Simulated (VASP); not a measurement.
## Te under changes of volume

One of the cells (34.604 Å³/atom); the others are scaled copies at fixed shape and fractional positions:

```
Te
1.0
     4.48350    0.00000    0.00000
    -2.24175    3.88282    0.00000
     0.00000    0.00000    5.96323
Te
3
Direct
  0.73100 0.73100 0.00000
  0.00000 0.26900 0.66667
  0.26900 0.00000 0.33333
```

```yaml
Program: VASP 6.6.1
Functional: PBEsol
Potentials_or_basis: VASP PAW PBE potentials, release 64 (Te)
Cutoff: 520 eV
k_mesh: 7 × 7 × 5
Occupations: fermi-dirac, width 0.05 eV
Spin: no spin polarisation
```

```csv
volume (Å³/atom),energy over the lowest point (meV/atom),pressure (GPa),gap on the mesh (eV),largest force (eV/Å)
31.890,11.06,2.6,0.57,0.482
32.568,2.98,1.3,0.57,0.354
33.247,0.00,0.1,0.58,0.236
34.604,7.21,-1.8,0.59,0.023
35.282,?,?,?,?
35.961,28.91,-3.3,0.60,0.162
```

Task: What does the run at 35.282 Å³/atom give?

Result: Energy over the lowest point 16.45 meV/atom; pressure -2.6 GPa; gap on the mesh 0.60 eV; largest force 0.073 eV/Å.

Worked out: A Birch-Murnaghan fit of order 3 (a polynomial in V^(-2/3)) to the other rows has its minimum at 33.34 Å³/atom with B0 = V·E''(V) = 52 GPa and B' = 4.7 at fixed shape and positions, which overstates the stiffness. It gives 16.44 meV/atom at 35.282 Å³/atom, against the run's 16.45, and -dE/dV = -2.6 GPa, against -2.6. A straight line through the other rows of the gap, of slope 0.267 eV per unit of ln V, gives 0.59 eV, against the run's 0.60.

Energies are extrapolated to zero smearing.

Caveats: the PAW data sets were made with another functional, which shifts forces and pressure a little; spin-orbit coupling is left out, which moves the levels of the heavy elements; an odd mesh through Γ misses points on the zone boundary, where band edges often lie.
